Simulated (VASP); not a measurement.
# BN (F-43m) in VASP: settings compared, part 3 of 3

VASP 6.6.1. Earlier steps stand in the parts before.

### 6 EvGW0 quasiparticle levels, PBE

The input, POSCAR:

```
BN
1.0
    0.0000000000      1.8130010000      1.8130010000
    1.8130010000      0.0000000000      1.8130010000
    1.8130010000      1.8130010000      0.0000000000
N B
1 1
Direct
    0.2500000000      0.2500000000      0.2500000000
    0.0000000000      0.0000000000      0.0000000000
```

The input, INCAR.step1:

```
ALGO = Fast
EDIFF = 1E-8
ENCUT = 450
GGA = PE
ISMEAR = 0
LASPH = True
LCHARG = False
LREAL = False
LWAVE = True
NELM = 60
PREC = Accurate
SIGMA = 0.01
```

The input, INCAR.step2:

```
ALGO = Exact
EDIFF = 1E-8
ENCUT = 450
GGA = PE
ISMEAR = 0
ISTART = 1
LASPH = True
LCHARG = False
LOPTICS = True
LREAL = False
LWAVE = True
NBANDS = 39
NELM = 1
PREC = Accurate
SIGMA = 0.01
```

The input, INCAR.step3:

```
ALGO = EVGW0
EDIFF = 1E-8
ENCUT = 450
ENCUTGW = 120
GGA = PE
ISMEAR = 0
ISTART = 1
LASPH = True
LCHARG = False
LREAL = False
LWAVE = False
NBANDS = 39
NBANDSGW = 12
NELMGW = 4
NOMEGA = 50
PREC = Accurate
PRECFOCK = Fast
SIGMA = 0.01
```

The input, KPOINTS:

```
k-points
0
Gamma
  6 6 6
```

Potentials or basis: VASP PAW PBE potentials, release 64 (N_GW, B_GW).

The run is started by

```bash
cat potpaw_PBE.64/N_GW/POTCAR potpaw_PBE.64/B_GW/POTCAR > POTCAR
cp INCAR.step1 INCAR
mpirun -np 1 vasp_std > vasp.out
cp INCAR.step2 INCAR
mpirun -np 1 vasp_std > vasp.out
cp INCAR.step3 INCAR
mpirun -np 1 vasp_std > vasp.out
```

OUTCAR:

```text
EDIFF = 1E-8
   ENCUT = 450
   ENCUTGW = 120
   GGA = PE
   ISMEAR = 0
   ISTART = 1
   LASPH = True
   LREAL = False
   NELMGW = 4
   PREC = Accurate
   PRECFOCK = Fast

 ion  position               nearest neighbor table
   1  0.250  0.250  0.250-   2 1.57   2 1.57   2 1.57   2 1.57
   2  0.000  0.000  0.000-   1 1.57   1 1.57   1 1.57   1 1.57

  LATTYP: Found a face centered cubic cell.
 ALAT       =     3.6260020000

  Lattice vectors:

 A1 = (   0.0000000000,   1.8130010000,   1.8130010000)
 A2 = (   1.8130010000,   0.0000000000,   1.8130010000)
 A3 = (   1.8130010000,   1.8130010000,   0.0000000000)

Analysis of symmetry for initial positions (statically):
=====================================================================
[... 158 lines left out ...]
   NELMGW              =     4    number of iterations in solving QP/BSE equation
   NELMHF              =     1    number of iterations in the inner HF iteration
   NKREDLFX            =     1    NKREDLFY  =   1   NKREDLFZ  =   1
 non-spin polarized calculation
 Gauss-broadening in eV      SIGMA  =   0.01
  energy-cutoff  :      450.00
  volume of cell :       11.92
 maximum number of plane-waves:       269
 NGX is ok and might be reduce to    18
  NGX = 12; NGY = 12; NGZ = 12
   NGX =  9   NGY =  9   NGZ =  9
 maximum number of plane-waves:        40
 NGX is ok and might be reduce to    12

 QP shifts <psi_nk| G(iteration)W_0 |psi_nk>: iteration 1
 for sc-GW calculations column KS-energies equals QP-energies in previous step
 and V_xc(KS)=  KS-energies - (<T + V_ion + V_H > + <T+V_H+V_ion>^1  + <V_x>^1)

 k-point   1 :       0.0000    0.0000    0.0000
  band No.  KS-energies  QP-energies   sigma(KS)   V_xc(KS)     V^pw_x(r,r')   Z            occupation Imag(sigma)

      1     -12.7787     -14.6415     -17.8587     -15.4678     -26.4529       0.7791       2.0000       1.4509
      2       7.3541       6.7835     -18.9475     -18.2564     -21.8528       0.8255       2.0000       0.0826
      3       7.3541       6.7835     -18.9475     -18.2564     -21.8528       0.8255       2.0000       0.0826
      4       7.3541       6.7835     -18.9475     -18.2564     -21.8528       0.8255       2.0000       0.0826
      5      16.1278      17.5960     -11.9875     -13.7513      -6.9797       0.8324       0.0000      -0.1070
      6      16.1278      17.5960     -11.9875     -13.7513      -6.9797       0.8324       0.0000      -0.1070
      7      16.1278      17.5960     -11.9875     -13.7513      -6.9797       0.8324       0.0000      -0.1070
      8      17.5468      18.8663     -13.7994     -15.4146      -8.3992       0.8169       0.0000      -0.1303
      9      31.9263      32.5294     -10.6415     -11.4017      -3.2986       0.7932       0.0000      -0.6010
     10      35.0206      36.4449     -11.5721     -13.2713      -5.4228       0.8382       0.0000      -0.5741
     11      35.0206      36.4449     -11.5721     -13.2713      -5.4228       0.8382       0.0000      -0.5741
     12      35.6187      36.3850     -10.1221     -11.0426      -3.0285       0.8325       0.0000      -0.9199
[... 1002 lines left out ...]
      1      -8.7605      -8.7701     -19.1984      10.4252     -26.8636       0.7566       2.0000       0.7636
      2      -2.4990      -2.5039     -17.1343      14.6290     -22.0381       0.7807       2.0000       0.2196
      3      -0.2180      -0.2217     -17.1988      16.9761     -21.3792       0.7990       2.0000       0.1524
      4      -0.1073      -0.1108     -16.6652      16.5535     -20.5832       0.8039       2.0000       0.1437
      5      16.3901      16.3931     -12.5484      28.9421      -7.8094       0.8388       0.0000      -0.1045
      6      20.7854      20.7897     -12.0719      32.8625      -6.6795       0.8305       0.0000      -0.1276
      7      24.3671      24.3735     -13.1230      37.4983      -6.4342       0.7884       0.0000      -0.2312
      8      26.1992      26.2063     -13.3595      39.5679      -6.4633       0.7830       0.0000      -0.2627
      9      28.9387      28.9465     -14.0170      42.9658      -6.8105       0.7767       0.0000      -0.3590
     10      35.0252      35.0325     -11.8933      46.9277      -4.1997       0.7954       0.0000      -0.7610
     11      38.8212      38.8258     -11.3917      50.2185      -4.1695       0.8240       0.0000      -0.9416
     12      42.1788      42.1832     -11.2247      53.4089      -3.8335       0.8206       0.0000      -1.0699
```

OUTCAR.step1:

```text
EDIFF = 1E-8
   ENCUT = 450
   GGA = PE
   ISMEAR = 0
   LASPH = True
[... 388 lines left out ...]
 -----------------------------------------------------------------------------------
      0.90650      0.90650      0.90650         0.000000      0.000000      0.000000
      0.00000      0.00000      0.00000        -0.000000     -0.000000     -0.000000
 -----------------------------------------------------------------------------------
    total drift:                                0.000001      0.000001      0.000001

  FREE ENERGIE OF THE ION-ELECTRON SYSTEM (eV)
  ---------------------------------------------------
  free  energy   TOTEN  =       -17.4445275233 eV

  energy  without entropy=      -17.4445275233  energy(sigma->0) =      -17.44452752
```

OUTCAR.step2:

```text
EDIFF = 1E-8
   ENCUT = 450
   GGA = PE
   ISMEAR = 0
[... 850 lines left out ...]
  --------------------------------------------------------------------------------------------------------------
     0.00000     4.81499     4.81499     4.81499     0.00000     0.00000    -0.00000
     1.53952     4.87686     4.87686     4.87686     0.00000     0.00000    -0.00000
     3.07903     5.07972     5.07972     5.07972     0.00000     0.00000    -0.00000
     4.61855     5.48126     5.48126     5.48126     0.00000     0.00000    -0.00000
     6.15807     6.24323     6.24323     6.24323     0.00000     0.00000    -0.00000
     7.69758     7.96471     7.96471     7.96471     0.00000     0.00000    -0.00000
[... 92 lines left out ...]
   150.87259     0.95887     0.95887     0.95887    -0.00000    -0.00000     0.00000
   152.41211     0.95977     0.95977     0.95977    -0.00000    -0.00000     0.00000
```

Run time: 88 s. Hardware: 1 thread of Intel Xeon Platinum 8488C (Sapphire Rapids), shared host; peak memory 0.18 GiB.

Results:

```
Band gap on the k mesh, mean-field level : 4.45 eV, indirect (least direct gap 8.77 eV)
Quasiparticle gap                        : 6.04 eV
Least direct quasiparticle gap           : 11.12 eV
```

Levels at points of the mesh, in eV from the valence-band top:
```tsv
k point	band 1	band 2	band 3	band 4	band 5	band 6	band 7	band 8
(0.00, 0.00, 0.00)	-20.13	0.00	0.00	0.00	8.77	8.77	8.77	10.19
(0.50, 0.00, 0.00)	-15.96	-10.61	-1.93	-1.93	10.02	10.66	10.66	15.17
(0.50, 0.50, 0.00)	-14.61	-8.86	-4.86	-4.86	4.45	9.17	17.79	17.79
```

Quasiparticle gap after each update of the energies (eV): 5.82, 6.01, 6.04, 6.04

Caveat: the k mesh is coarse (spacing up to 0.50 Å⁻¹), so the values aren't converged; the cutoff is under 1.25 times the usual one of these potentials, so pressure, stress and relaxed cells hold a basis-set (Pulay) error; bands, screening cutoff and mesh are small and nothing is extrapolated, so the quasiparticle values aren't converged.

### 7 Overview

| task | level | potentials or basis | k mesh | cutoff (eV) | smearing | grid for exact exchange (PRECFOCK) | screening parameter | exchange at q = 0 | GW scheme | GW iterations | mesh quality | gap on the mesh (eV) | pressure (GPa) |
| --- | --- | --- | --- | --- | --- | --- | --- | --- | --- | --- | --- | --- | --- |
| band structure | HSE06 | VASP PAW PBE potentials, release 64 (N, B) | 8 × 8 × 8 | 520 | gaussian 0.02 eV | Fast | 0.2 1/A | - | - | - | not flagged | 5.78 | -9.1 |
| band structure | PBE0 | VASP PAW PBE potentials, release 64 (N, B) | 8 × 8 × 8 | 520 | gaussian 0.02 eV | Fast | - | truncated | - | - | not flagged | 6.53 | -9.0 |
| G0W0 quasiparticle levels | PBE | VASP PAW PBE potentials, release 64 (N_GW, B_GW) | 6 × 6 × 6 | 450 | gaussian 0.01 eV | - | - | - | G0W0 | 1 | coarse | - | - |
| G0W0 quasiparticle levels | PBE | VASP PAW PBE potentials, release 64 (N_GW, B_GW) | 8 × 8 × 8 | 450 | gaussian 0.01 eV | - | - | - | G0W0 | 1 | not flagged | - | - |
| evGW0 quasiparticle levels | PBE | VASP PAW PBE potentials, release 64 (N_GW, B_GW) | 6 × 6 × 6 | 450 | gaussian 0.01 eV | - | - | - | evGW0 | 4 | coarse | - | - |

Alike in all rows: no spin polarisation; cell as given.

Caveats: some runs use coarse meshes; the cutoff is under 1.25 times the usual one of these potentials, so pressure, stress and relaxed cells hold a basis-set (Pulay) error (some runs); bands, screening cutoff and mesh are small and nothing is extrapolated, so the quasiparticle values aren't converged (some runs); the PAW data sets were made with another functional, which shifts forces and pressure a little (some runs).

Absolute energies hang on the potentials; compare differences alone.

### 8 How close it comes

Step 2. A measured gap of BN is 6.4 eV (indirect; 300 K; a printed reference work, monograph); the calculated 5.78 eV misses it by -0.62 eV. The value is that of HSE06, without temperature or zero-point motion. The cell is a database's relaxed one, not the measured one, which moves gaps too.

Step 3. Measured gap of BN: 6.4 eV (indirect; 300 K; a printed reference work, monograph). This calculation gives 6.53 eV (+0.13 eV). The value is that of PBE0, without temperature or zero-point motion. The cell is a database's relaxed one, not the measured one, which moves gaps too.

Step 5. Against the measured gap of BN, 6.4 eV (indirect; 300 K; a printed reference work, monograph), the calculated 5.82 eV is off by -0.58 eV. The value is that of G0W0 on PBE, without temperature or zero-point motion. The cell is a database's relaxed one, not the measured one, which moves gaps too.
